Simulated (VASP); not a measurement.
The system is Al3GaN4.

```
Ga Al N
1.0
     1.56689    2.71393    0.00000
     0.00000    0.00000    5.01425
     4.70067   -2.71393    0.00000
Ga Al N
1 3 4
Cartesian
  4.7007 -0.9046 0.0000
  1.5669 -0.9046 0.0000
  1.5669 0.9046 2.5071
  3.1338 -1.8093 2.5071
  4.7007 -0.9046 1.9054
  1.5669 -0.9046 1.9054
  1.5669 0.9046 4.4125
  3.1338 -1.8093 4.4125
```

The cell was built by a generator and needn't be a form met in nature.

```yaml
Program: VASP 6.6.1
Task: relaxation of cell and atoms
Functional: PBEsol
Potentials_or_basis: VASP PAW PBE potentials, release 64 (Ga_d, Al, N)
Cutoff: 600 eV
k_mesh: 10 × 6 × 6
Occupations: gaussian, width 0.03 eV
Spin: no spin polarisation
```

At the start: pressure 0.6 GPa; volume 10.66 Å³/atom.

Q: Where does the relaxation end?

A: Over 10 steps the energy falls by 8.5 meV/atom and the volume is 10.68 Å³/atom (+0.2 %); space group Pm (No. 6, to 0.05 Å).

The path:
| step | energy change (eV) | largest force (eV/Å) | pressure (GPa) | volume (Å³) |
| --- | --- | --- | --- | --- |
| 1 | 0.0000 | 1.0553 | 0.58 | 85.29 |
| 2 | -0.0600 | 0.2879 | -0.69 | 85.76 |
| 3 | -0.0635 | 0.2189 | -0.48 | 85.67 |
| 4 | -0.0673 | 0.0988 | 0.34 | 85.32 |
| 5 | -0.0676 | 0.0697 | 0.14 | 85.39 |
| 6 | -0.0680 | 0.0262 | -0.04 | 85.46 |
| 7 | -0.0680 | 0.0274 | -0.03 | 85.46 |
| 8 | -0.0681 | 0.0102 | 0.02 | 85.45 |
| 9 | -0.0681 | 0.0129 | 0.01 | 85.45 |
| 10 | -0.0681 | 0.0054 | 0.01 | 85.45 |

Final structure:
```yaml
crystal:
  lattice:
    - [1.56454, 2.70987, 0.00000]
    - [-0.00141, 0.00081, 5.04227]
    - [4.69028, -2.70793, -0.00175]
  atoms:
    - { symbol: Ga, position: [0.50000, 0.00097, 0.83376] }
    - { symbol: Al, position: [0.00000, 0.00022, 0.33263] }
    - { symbol: Al, position: [0.50000, 0.49947, 0.16832] }
    - { symbol: Al, position: [0.00000, 0.49944, 0.66522] }
    - { symbol: N, position: [0.50000, 0.38914, 0.83373] }
    - { symbol: N, position: [0.00000, 0.37806, 0.33282] }
    - { symbol: N, position: [0.50000, 0.87735, 0.17364] }
    - { symbol: N, position: [0.00000, 0.87535, 0.65987] }
```

Caveat: the PAW data sets were made with another functional, which shifts forces and pressure a little.
